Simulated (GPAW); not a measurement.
The system is Au.

```
Au
1.0
     2.90000    0.00000    0.00000
    -1.45000    2.51147    0.00000
     0.00000    0.00000    4.88000
Au
2
Direct
  0.66667 0.33333 0.25000
  0.33333 0.66667 0.75000
```

This isn't the form of Au at room conditions, which is fcc.

```yaml
Program: GPAW 26.7.0
Task: relaxation of cell and atoms
Functional: PBEsol
Dispersion: D4
Potentials_or_basis: PAW data sets generated in the run's folder for this functional
Cutoff: 600 eV
Basis: pw
k_mesh: 9 × 9 × 5
Occupations: fermi-dirac, width 0.05 eV
Spin: no spin polarisation
```

At the start: pressure -7.5 GPa; volume 17.77 Å³/atom.

Task: How do energy, volume and symmetry change on relaxing?

Result: Over 7 steps the energy falls by 20.1 meV/atom and the volume is 16.97 Å³/atom (-4.5 %); space group P6_3/mmc (No. 194, to 0.05 Å).

The path:
```tsv
step	energy change (eV)	largest force (eV/Å)	pressure (GPa)	volume (Å³)
1	0.0000	0.0000	-7.52	35.54
2	-0.0244	0.0000	-4.84	34.91
3	-0.0394	0.0000	0.55	33.84
4	-0.0398	0.0000	0.03	33.94
5	-0.0399	0.0000	-0.13	33.96
6	-0.0402	0.0000	-0.18	33.97
7	-0.0402	0.0000	-0.06	33.95
```

Final structure:
```cif
data_structure
_symmetry_space_group_name_H-M 'P 1'
_symmetry_Int_Tables_number 1
_cell_length_a 2.8652
_cell_length_b 2.8652
_cell_length_c 4.7748
_cell_angle_alpha 90.000
_cell_angle_beta 90.000
_cell_angle_gamma 120.000
_cell_volume 33.95
loop_
_atom_site_label
_atom_site_type_symbol
_atom_site_fract_x
_atom_site_fract_y
_atom_site_fract_z
_atom_site_occupancy
Au1 Au 0.66667 0.33333 0.25000 1
Au2 Au 0.33333 0.66667 0.75000 1
```

Caveat: with this Au data set, volumes or pressures lay over 1.5 % or 2 GPa off other programs in two to four cells of ten; later steps reuse the first step's grids; pairwise dispersion overbinds metals, which lowers pressure and volume.
